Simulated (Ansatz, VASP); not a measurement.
# Si in VASP and in Ansatz

```
Si
1.0
    -1.48582    1.48582    1.48582
     1.48582   -1.48582    1.48582
     1.48582    1.48582   -1.48582
Si
1
Direct
  0.00000 0.00000 0.00000
```

Alike in both runs: functional PBE; k mesh 18 × 18 × 18; occupations fermi-dirac, width 0.08 eV; no spin polarisation.

Ansatz relaxed the structure, and its values are those at the end. VASP's run is a single point on that final structure, the one shown.

|  | VASP | Ansatz |
| --- | --- | --- |
| version | VASP 6.6.1 | Ansatz 0.2.0 |
| potentials or method | VASP PAW PBE potentials, release 64 (Si), cutoff 520 eV | all-electron LAPW, scalar-relativistic |

Ansatz gave:

* pressure (GPa): 13.0

**Question.** Which values does VASP return?

**Answer.** Pressure (GPa): 12.9.

Ansatz ran all-electron here, so the differences hold the error of VASP's frozen core and of both bases.
